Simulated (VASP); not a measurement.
# CaO (Fm-3m) in VASP: elastic constants with LDA

Aim: the elastic constants of CaO with LDA.

Everything below comes from runs of VASP 6.6.1. Logs are shortened: lines on timing, memory, paths and dates and some standing lists are left out, and cuts for length are marked.

## (1) Starting point

The structure is cubic, space group Fm-3m (No. 225). The conventional cell has a = 4.813 Å, b = 4.813 Å, c = 4.813 Å, α = 90.00°, β = 90.00°, γ = 90.00°. Ca (site symmetry m-3m) has 6 O at 2.41 Å as nearest neighbours. O (site symmetry m-3m) has 6 Ca at 2.41 Å as nearest neighbours.

## (2) Elastic constants, LDA

File POSCAR:

```
CaO
1.0
    0.0000000000      2.4065000000      2.4065000000
    2.4065000000      0.0000000000      2.4065000000
    2.4065000000      2.4065000000      0.0000000000
Ca O
1 1
Direct
    0.0000000000      0.0000000000      0.0000000000
    0.5000000000      0.5000000000      0.5000000000
```

File INCAR.step1:

```
ALGO = Fast
EDIFF = 1E-8
EDIFFG = -0.002
ENCUT = 600
IBRION = 2
ISIF = 3
ISMEAR = 0
LASPH = T
LCHARG = F
LREAL = F
LWAVE = F
NELM = 100
NSW = 40
PREC = Accurate
SIGMA = 0.02
```

File INCAR.step2:

```
ALGO = Fast
EDIFF = 1E-8
ENCUT = 600
IBRION = 6
ISIF = 3
ISMEAR = 0
LASPH = T
LCHARG = F
LREAL = F
LWAVE = F
NELM = 100
NFREE = 2
NSW = 1
POTIM = 0.015
PREC = Accurate
SIGMA = 0.02
```

File KPOINTS:

```
k-points
0
Gamma
  8 8 8
```

Potentials or basis: VASP PAW LDA potentials, release 64 (Ca_sv, O).

Started as:

```sh
cat potpaw_LDA.64/Ca_sv/POTCAR potpaw_LDA.64/O/POTCAR > POTCAR
cp INCAR.step1 INCAR
mpirun -np 1 vasp_std > vasp.out
cp CONTCAR POSCAR
cp INCAR.step2 INCAR
mpirun -np 1 vasp_std > vasp.out
```

OUTCAR:

```text
EDIFF = 1E-8
   ENCUT = 600
   IBRION = 6
   ISIF = 3
   ISMEAR = 0
   LASPH = T
   LREAL = F
   NELM = 100
   NFREE = 2
   NSW = 1
   POTIM = 0.015
   PREC = Accurate

 ion  position               nearest neighbor table
   1  0.000  0.000  0.000-   2 2.36   2 2.36   2 2.36   2 2.36   2 2.36   2 2.36
   2  0.500  0.500  0.500-   1 2.36   1 2.36   1 2.36   1 2.36   1 2.36   1 2.36

  LATTYP: Found a face centered cubic cell.
 ALAT       =     4.7175088562

  Lattice vectors:

 A1 = (   0.0000000000,   2.3587544281,   2.3587544281)
 A2 = (   2.3587544281,   0.0000000000,   2.3587544281)
 A3 = (   2.3587544281,   2.3587544281,   0.0000000000)

Analysis of symmetry for initial positions (statically):
=====================================================================
 Subroutine PRICEL returns:
 Original cell was already a primitive cell.

 Routine SETGRP: Setting up the symmetry group for a
 face centered cubic supercell.

 Subroutine GETGRP returns: Found 48 space group operations
 (whereof 48 operations were pure point group operations)
 out of a pool of 48 trial point group operations.

The static configuration has the point symmetry O_h .

Analysis of symmetry for dynamics (positions and initial velocities):
=====================================================================
 Subroutine PRICEL returns:
 Original cell was already a primitive cell.

 Routine SETGRP: Setting up the symmetry group for a
 face centered cubic supercell.

 Subroutine GETGRP returns: Found 48 space group operations
 (whereof 48 operations were pure point group operations)
 out of a pool of 48 trial point group operations.

The dynamic configuration has the point symmetry O_h .

 Subroutine INISYM returns: Found 48 space group operations
 (whereof 48 operations are pure point group operations),
 and found     1 'primitive' translations

----------------------------------------------------------------------------------------

                                     Primitive cell

  volume of cell :      26.2469

  direct lattice vectors                    reciprocal lattice vectors
     0.000000000  2.358754428  2.358754428    -0.211976285  0.211976285  0.211976285
     2.358754428  0.000000000  2.358754428     0.211976285 -0.211976285  0.211976285
     2.358754428  2.358754428  0.000000000     0.211976285  0.211976285 -0.211976285

  length of vectors
     3.335782503  3.335782503  3.335782503     0.367153695  0.367153695  0.367153695

  position of ions in fractional coordinates (direct lattice)
     0.000000000  0.000000000  0.000000000
     0.500000000  0.500000000  0.500000000

  ion indices of the primitive-cell ions
   primitive index   ion index
                 1           1
                 2           2

----------------------------------------------------------------------------------------

 KPOINTS: k-points

Automatic generation of k-mesh.
 Grid dimensions read from file:
 generate k-points for:    8    8    8

 Generating k-lattice:

  Cartesian coordinates                     Fractional coordinates (reciprocal lattice)
    -0.026497036  0.026497036  0.026497036     0.125000000  0.000000000  0.000000000
     0.026497036 -0.026497036  0.026497036     0.000000000  0.125000000  0.000000000
     0.026497036  0.026497036 -0.026497036     0.000000000  0.000000000  0.125000000

[... 113 lines left out ...]
  --------------------------------------------------------------------------------------
  -------------------------------------------------------------------------------------
  Total        0.0053654      0.0053654      0.0053654      0.0000000      0.0000000      0.0000000
  in kB        0.3275185      0.3275185      0.3275185      0.0000000      0.0000000      0.0000000
  external PRESSURE =       0.3275185 kB  Pullay stress =       0.0000000 kB
[... 89 lines left out ...]
  FREE ENERGIE OF THE ION-ELECTRON SYSTEM (eV)
  ---------------------------------------------------
  free  energy   TOTEN  =       -14.2185529811 eV

  energy  without entropy=      -14.2185529811  energy(sigma->0) =      -14.21855298

[... ionic steps 4 to 14 ...]

--------------------------------------- Ionic step       15  -------------------------------------------

 number of electron      15.9999999 magnetization

------------------------ aborting loop because EDIFF is reached ----------------------------------------
[... 67 lines left out ...]
--------------------------------------- Ionic step       17  -------------------------------------------

 number of electron      15.9999999 magnetization

 Free energy of the ion-electron system (eV)
  ---------------------------------------------------
  ext. energy  EPLUGINS =         0.00000000
  ---------------------------------------------------
  free energy    TOTEN  =       -14.22336856 eV

  energy without entropy =      -14.22336856  energy(sigma->0) =      -14.22336856

 E-fermi :   2.4786     XC(G=0): -11.3069

 val. band max:        2.3460912034   @ k =   0.0000   0.0000   0.0000
 cond. band min:       5.7720173491   @ k =   0.0000   0.5000   0.5000
 fundamental gap:      3.4259261458
 Fermi energy:         2.4785707756

 k-point     1 :       0.0000    0.0000    0.0000
  band No.  band energies     occupation
      1     -34.4981      2.00000
      2     -15.4972      2.00000
      3     -15.4968      2.00000
      4     -15.4968      2.00000
      5     -12.9710      2.00000
      6       2.3460      2.00000
      7       2.3460      2.00000
      8       2.3461      2.00000
      9       7.3771      0.00000
     10       8.5830      0.00000
     11       8.5841      0.00000
     12       8.5841      0.00000
[... 331 lines left out ...]
 k-point    24 :      -0.3750    0.2500    0.1250
  band No.  band energies     occupation
      1     -34.3328      2.00000
      2     -16.6561      2.00000
      3     -15.8037      2.00000
      4     -15.6565      2.00000
      5     -11.8229      2.00000
      6       0.1548      2.00000
      7       1.1421      2.00000
      8       1.1877      2.00000
      9       9.2019      0.00000
     10       9.2761      0.00000
     11      11.3949      0.00000
     12      11.6899      0.00000

 [... further k-points ...]

------------------------ aborting loop because EDIFF is reached ----------------------------------------

  FORCE on cell =-STRESS in cart. coord.  units (eV):
  Direction    XX          YY          ZZ          XY          YZ          ZX
  --------------------------------------------------------------------------------------
  -------------------------------------------------------------------------------------
  Total        0.0119178      0.0046105      0.0046105      0.0000000      0.0000000      0.0000000
  in kB        0.7274918      0.2814363      0.2814363      0.0000000      0.0000000      0.0000000
  external PRESSURE =       0.4301215 kB  Pullay stress =       0.0000000 kB
[... 17 lines left out ...]
  FREE ENERGIE OF THE ION-ELECTRON SYSTEM (eV)
  ---------------------------------------------------
  free  energy   TOTEN  =       -14.2233685591 eV

  energy  without entropy=      -14.2233685591  energy(sigma->0) =      -14.22336856

 INTERNAL STRAIN TENSORS FROM STRAINED CELLS
 ============================================

 INTERNAL STRAIN TENSOR FOR ION    1 for displacements in x,y,z  (eV/Angst):
          X           Y           Z          XY          YZ          ZX
  --------------------------------------------------------------------------------
  x     0.00000    -0.00000     0.00000     0.00000     0.00000    -0.00000
  y     0.00000     0.00000    -0.00000    -0.00000    -0.00000     0.00000
  z     0.00000     0.00000     0.00000     0.00000     0.00000     0.00000

 INTERNAL STRAIN TENSORS FROM DISPLACED ATOMS
 ============================================

 INTERNAL STRAIN TENSOR FOR ION    1 for displacements in x,y,z  (eV/Angst):
          X           Y           Z          XY          YZ          ZX
  --------------------------------------------------------------------------------
  x     0.00000     0.00000     0.00000     0.00000     0.00000     0.00000
  y     0.00000     0.00000     0.00000     0.00000     0.00000     0.00000
  z     0.00000     0.00000     0.00000     0.00000     0.00000     0.00000

 INTERNAL STRAIN TENSOR FOR ION    2 for displacements in x,y,z  (eV/Angst):
          X           Y           Z          XY          YZ          ZX
  --------------------------------------------------------------------------------
  x     0.00000     0.00000     0.00000     0.00000     0.00000     0.00000
  y     0.00000     0.00000     0.00000     0.00000     0.00000     0.00000
  z     0.00000     0.00000     0.00000     0.00000     0.00000     0.00000

 Eigenvectors and eigenvalues of the dynamical matrix
 ----------------------------------------------------

   1 f  =    8.827566 THz    55.465230 2PiTHz  294.455893 cm-1    36.507861 meV
             X         Y         Z           dx          dy          dz
      0.000000  0.000000  0.000000    -0.045235   -0.532473    0.000000
      2.358754  2.358754  2.358754     0.071548    0.842204    0.000000
[... 21 lines left out ...]
   6 f/i=    0.002507 THz     0.015751 2PiTHz    0.083620 cm-1     0.010368 meV
             X         Y         Z           dx          dy          dz
      0.000000  0.000000  0.000000    -0.127867    0.835510    0.000000
      2.358754  2.358754  2.358754    -0.080843    0.528240    0.000000

--------------------------------------------------------------------------------------------------------

 ELASTIC MODULI CONTR FROM IONIC RELAXATION (kBar)
 Direction    XX          YY          ZZ          XY          YZ          ZX
 --------------------------------------------------------------------------------
 XX           0.0000      0.0000      0.0000      0.0000      0.0000      0.0000
 YY           0.0000      0.0000      0.0000      0.0000      0.0000      0.0000
 ZZ           0.0000      0.0000      0.0000      0.0000      0.0000      0.0000
 XY           0.0000      0.0000      0.0000      0.0000      0.0000      0.0000
 YZ           0.0000      0.0000      0.0000      0.0000      0.0000      0.0000
 ZX           0.0000      0.0000      0.0000      0.0000      0.0000      0.0000
 --------------------------------------------------------------------------------

 TOTAL ELASTIC MODULI (kBar)
 Direction    XX          YY          ZZ          XY          YZ          ZX
 --------------------------------------------------------------------------------
 XX        2621.3216    617.7751    617.7751      0.0000      0.0000     -0.0000
 YY         617.7751   2621.3216    617.7751     -0.0000     -0.0000      0.0000
 ZZ         617.7751    617.7751   2621.3216      0.0000      0.0000      0.0000
 XY           0.0000     -0.0000      0.0000    789.6410      0.0000      0.0000
 YZ           0.0000     -0.0000      0.0000      0.0000    789.6410      0.0000
 ZX          -0.0000      0.0000      0.0000      0.0000      0.0000    789.6410
 --------------------------------------------------------------------------------
```

Wall time 6.2 min (1 thread of Intel Xeon 6975P-C (Granite Rapids), shared host); peak memory 0.24 GiB.

What came out:

```
Relaxed volume                                          : 13.12 Å³/atom
Relaxed cell                                            : a = 3.336 Å, b = 3.336 Å, c = 3.336 Å, α = 60.00°, β = 60.00°, γ = 60.00°
Space group after relaxing (to 0.05 Å)                  : Fm-3m (No. 225)
Elastic constants C11, C12, C44                         : 262, 62, 79 GPa
Voigt bulk modulus                                      : 129 GPa
Highest phonon frequency at Γ, LO-TO splitting left out : 294 cm⁻¹
```

The path:
```
step  energy change (eV)  largest force (eV/Å)  pressure (GPa)  volume (Å³)
   1              0.0000                0.0000           -6.76        27.87
   2             -0.0288                0.0000            3.59        25.57
   3             -0.0363                0.0000            0.00        26.25
```

Final structure:
```cif
data_structure
_symmetry_space_group_name_H-M 'P 1'
_symmetry_Int_Tables_number 1
_cell_length_a 3.3358
_cell_length_b 3.3358
_cell_length_c 3.3358
_cell_angle_alpha 60.000
_cell_angle_beta 60.000
_cell_angle_gamma 60.000
_cell_volume 26.25
loop_
_atom_site_label
_atom_site_type_symbol
_atom_site_fract_x
_atom_site_fract_y
_atom_site_fract_z
_atom_site_occupancy
Ca1 Ca 0.00000 0.00000 0.00000 1
O1 O 0.50000 0.50000 0.50000 1
```

Phonon frequencies in cm⁻¹ (negative: imaginary):
| q point | frequencies |
| --- | --- |
| (0.000, 0.000, 0.000) | 0 0 0 294 294 294 |

Elastic tensor in Voigt notation (GPa, in the Cartesian axes of the cell as first typed):
```
262  62  62   0   0   0
 62 262  62   0   0   0
 62  62 262   0   0   0
  0   0   0  79   0   0
  0   0   0   0  79   0
  0   0   0   0   0  79
```

Clamped-ion elastic tensor (GPa):
```
262  62  62   0   0   0
 62 262  62   0   0   0
 62  62 262   0   0   0
  0   0   0  79   0   0
  0   0   0   0  79   0
  0   0   0   0   0  79
```
